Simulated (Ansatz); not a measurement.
**Magnetic and orbital states of CoO**

The cell (2 atoms) is CoO as an unrelaxed test cell, picked because its SCF is hard.

```xyz
2
Lattice="0.0000 2.1300 2.1300 2.1300 0.0000 2.1300 2.1300 2.1300 0.0000" Properties=species:S:1:pos:R:3 pbc="T T T"
Co    0.0000    0.0000    0.0000
O     2.1151    2.0827    2.0962
```

Site labels below count the atoms in this order, from 1.

Theory: Ansatz development build ahead of 0.2.0, DFT, PBE+U, PAW (an earlier, harder data set), plane waves, scalar-relativistic.

```
Hubbard term (Dudarev form) : U − J = 4 eV on Co d
Plane-wave cutoff           : 930 eV
k-point mesh                : spacing 0.3 per Å
Occupations                 : Fermi–Dirac smearing, 0.1 eV
Valence electrons           : 23
```

Moments by site are taken inside atomic spheres; the rest lies between them.

A static U favours moments and orbital order; the result depends on U and need not be the measured state. With one magnetic atom in the cell its copies can only be parallel; orders in a larger cell may lie lower.

By default the program goes on after convergence only on a hint of a lower state. The standard search may start further SCF runs from other orders; the lowest state can still be missed. With a search on, the program may also reshape the start on open shells. Ends within 0.2 meV/atom and 0.1 μB count as one state.

```csv
start,iterations,final moments of Co1 O2 (μB),total (μB),F − F(lowest) (meV/atom)
"occupation matrices typed (Co1 up full, Co1 down 2.28 in mixed orbitals), default search for lower states [spin density started apart from these, at Co1 3.00 μB]",13,2.60 0.21,3.00,0.0
"occupation matrices typed (Co1 up full, Co1 down 2.28 in mixed orbitals), occupations held until converged, default search for lower states [spin density started apart from these, at Co1 3.00 μB]",16,2.60 0.21,3.00,0.0
standard search for lower states [Co1 3.00 μB],120,2.60 0.21,3.00,0.8
```

The 3 converged runs end in 2 distinct states. The lowest is spin-polarised, site moments Co1 2.60, O2 0.21 μB, total 3.00 μB per cell; it was reached by 2 starts. The run “standard search for lower states” saw signs of a lower state and said that it hadn't reached it. These are lowest states among those tried, not proven ground states. States within about 5 meV/atom are too close for this mesh, smearing and search to settle their order.
